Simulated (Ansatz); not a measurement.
# TiC: hydrostatic pressure series

These are results of DFT PBEsol, scalar-relativistic, plane waves, PAW (Ansatz), not measurements. Settings: 420 eV cutoff, 16×16×16 k-mesh, Gaussian smearing of 0.10 eV, no spin polarisation.

Starting point, cell and atoms relaxed:

```yaml
crystal:
  lattice:
    - [0.00000, 2.14669, 2.14669]
    - [2.14669, 0.00000, 2.14669]
    - [2.14669, 2.14669, 0.00000]
  atoms:
    - { symbol: Ti, position: [0.00000, 0.00000, 0.00000] }
    - { symbol: C, position: [0.50000, 0.50000, 0.50000] }
```

Cell and atoms are relaxed at each pressure within the symmetry of the start, at zero temperature, so transitions that lower the symmetry aren't seen. The k-mesh given is that at zero pressure and may differ at others. a, b and c are the lengths of the cell vectors above. ΔH is E + PV over the energy at zero pressure.

| P (GPa) | V (Å³/atom) | V/V0 | a (Å) | b (Å) | c (Å) | ΔH (eV/atom) |
| --- | --- | --- | --- | --- | --- | --- |
| -2 | 9.97 | 1.008 | 3.044 | 3.044 | 3.044 | -0.124 |
| 0 | 9.89 | 1.000 | 3.036 | 3.036 | 3.036 | 0.000 |
| 2 | 9.82 | 0.992 | 3.028 | 3.028 | 3.028 | 0.123 |
| 5 | 9.71 | 0.982 | 3.017 | 3.017 | 3.017 | 0.306 |
| 10 | 9.55 | 0.966 | 3.001 | 3.001 | 3.001 | 0.606 |
| 20 | 9.26 | 0.936 | 2.970 | 2.970 | 2.970 | 1.193 |
| 40 | 8.79 | 0.888 | 2.918 | 2.918 | 2.918 | 2.319 |